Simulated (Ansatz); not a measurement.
Fitting the PBEsol energy curve of Sb

The structure is cubic, space group Fm-3m (No. 225). Conventional cell: a = 4.742 Å, b = 4.742 Å, c = 4.742 Å, α = 90.00°, β = 90.00°, γ = 90.00°. Around Sb (site symmetry m-3m) lie 12 Sb at 3.35 Å.

This isn't the form of Sb at room conditions, which is rhombohedral.

The cell was scaled at fixed shape and fractions and run with Ansatz, PseudoDojo stringent, cutoff 1361 eV; PBEsol, k mesh 10 × 10 × 10 on the cell of 1 atom, fermi-dirac occupations of 0.05 eV, no spin polarisation, no spin-orbit coupling. The potentials were made for PBE. Energies are those that the program minimises, any entropy of the smearing included. For a metal such a mesh isn't converged to the digits shown.

| V (Å³/atom) | energy over the lowest row (meV/atom) |
| --- | --- |
| 25.0660 | 11.03 |
| 25.5994 | ? |
| 26.1327 | 0.00 |
| 26.6660 | 1.26 |
| 27.1993 | 6.53 |
| 27.7326 | 15.49 |
| 28.2660 | 27.85 |

Problem. Fit the third-order Birch-Murnaghan form, give V0, B0 and B′, and predict the energy left open.

Solution. With y = (V0/V)^(2/3), E = E0 + (9 V0 B0/16) [(y - 1)³ B′ + (y - 1)² (6 - 4y)]. Least squares through the rows shown give V0 = 26.2401 Å³/atom, E0 = -0.08 meV, B0 = 63.59 GPa (1 eV/Å³ = 160.218 GPa) and B′ = 3.22, with a largest miss of 0.01 meV. At V = 25.5994 the form with these constants gives 3.13 meV; the run gave 3.08 meV an atom. Other set-ups at this level, from all their volumes (Å³/atom, GPa): Ansatz, Ansatz PAW (made for PBE): V0 26.148, B0 63.47; Ansatz, JTH PAW (made for PBE): V0 26.150, B0 63.5; Ansatz, PseudoDojo standard (made for PBE): V0 26.119, B0 63.57; Ansatz, Ansatz PAW (files of its older set among them) (made for PBE): V0 26.151, B0 63.44.
